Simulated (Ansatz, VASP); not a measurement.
Given: the input of a run of VASP 6.6.1 on KI.

Contents of INCAR:

```
PREC = Accurate
ENCUT = 520
EDIFF = 1E-7
ISMEAR = -1
SIGMA = 0.05
LREAL = F
LASPH = T
NELM = 80
ALGO = Normal
ISIF = 2
LWAVE = F
LCHARG = F
GGA = PE
NBANDS = 15
```

File KPOINTS:

```
Automatic mesh
0
Gamma
  6 6 6
```

The input POSCAR:

```
KI
1.0
    4.3196160091      0.0000000000      0.0000000000
    0.0000000000      4.3196160091      0.0000000000
    0.0000000000      0.0000000000      4.3196160091
I K
1 1
Direct
    0.5000000000      0.5000000000      0.5000000000
    0.0000000000      0.0000000000      0.0000000000
```

Potentials or basis: VASP PAW PBE potentials, release 64 (I, K_sv).

Run with:

```console
$ cat potpaw_PBE.64/I/POTCAR potpaw_PBE.64/K_sv/POTCAR > POTCAR
$ mpirun -np 1 vasp_std > vasp.out
```

Translate it to Ansatz 0.2.0. Potentials there: Ansatz PAW.

As run (the cutoff follows the program's own potentials):

The input input.yaml:

```yaml
crystal:
  lattice:
    - [4.3196160091, 0.0, 0.0]
    - [0.0, 4.3196160091, 0.0]
    - [0.0, 0.0, 4.3196160091]
  atoms:
    - { symbol: I, position: [0.5, 0.5, 0.5] }
    - { symbol: K, position: [0.0, 0.0, 0.0] }
hamiltonian:
  xc: pbe
  pseudopotentials: { kind: paw }
kpoints:
  mp_grid: { grid: [6, 6, 6] }
scf:
  occupations: { method: fermi_dirac, width: 0.05 }
output:
  forces: true
  stress: true
  eigenvalues: true
```

Potentials or basis: Ansatz PAW.

Command:

```bash
$ ansatz run input.yaml --threads 2 --pin off --max-ram 5120MiB --backend cpu --events-out ev --progress --plain --runs-dir out
```

Both were run:

|  | VASP | Ansatz | Ansatz less VASP |
| --- | --- | --- | --- |
| gap on the k mesh at the Fermi level (eV) | 3.28 | 3.28 | +0.003 |
| least direct gap on the mesh (eV) | 3.63 | 3.63 | +0.003 |
| pressure (GPa) | 0.2 | 0.2 | -0.03 |

The functional is the same, so the differences come from potentials, cutoffs and numerics. The two sets of potentials don't hold the same shells in valence.

Caveats: spin-orbit coupling is left out, which moves the levels of the heavy elements. A k mesh can miss the band edges.
